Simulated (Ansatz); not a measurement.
Two Ansatz runs on Ag

The cell is COD entry 9008459, as deposited and not checked against the literature; nothing was relaxed.

First run: DFT, LDA, all-electron LAPW, scalar-relativistic (Ansatz 0.2.0).

Command: `ansatz run input.yaml --threads 1 --pin off --max-ram 2048MiB --backend cpu --events-out ev --progress --plain --runs-dir out` The run took 10 s on 1 thread of Arm Neoverse V1, on a shared host, peak memory 0.29 GiB.

```yaml
crystal:
  lattice:
    - [0.0, 2.0431, 2.0431]
    - [2.0431, 0.0, 2.0431]
    - [2.0431, 2.0431, 0.0]
  atoms:
    - { symbol: Ag, position: [0.0, 0.0, 0.0] }
kpoints:
  mp_grid: { grid: [15, 15, 15] }
  band_path:
    path:
      - [0.0, 0.0, 0.0]
      - [0.5, 0.0, 0.5]
      - [0.625, 0.25, 0.625]
      - [0.375, 0.375, 0.75]
      - [0.0, 0.0, 0.0]
      - [0.5, 0.5, 0.5]
      - [0.5, 0.25, 0.75]
      - [0.5, 0.0, 0.5]
    npoints: 5
scf:
  occupations: { method: fermi_dirac, width: 0.05 }
hamiltonian:
  xc: lda
  pseudopotentials: { kind: all_electron, lapw: { basis_error: 0.001 } }
output:
  forces: true
  stress: true
  eigenvalues: true
```

Result: converged; pressure -7.45 GPa; 6 SCF iterations.

The input is then changed:

```diff
@@ -7,5 +7,5 @@
     - { symbol: Ag, position: [0.0, 0.0, 0.0] }
 kpoints:
-  mp_grid: { grid: [15, 15, 15] }
+  mp_grid: { grid: [10, 10, 10] }
   band_path:
     path:
@@ -28,3 +28,4 @@
   stress: true
   eigenvalues: true
+accuracy: medium
```

Question: Predict the outcome of the changed run.

Answer: It converged; energy at zero smearing +11.0 meV/atom from the first run; pressure -7.03 GPa; 6 SCF iterations. Some of these settings are too coarse for converged properties.
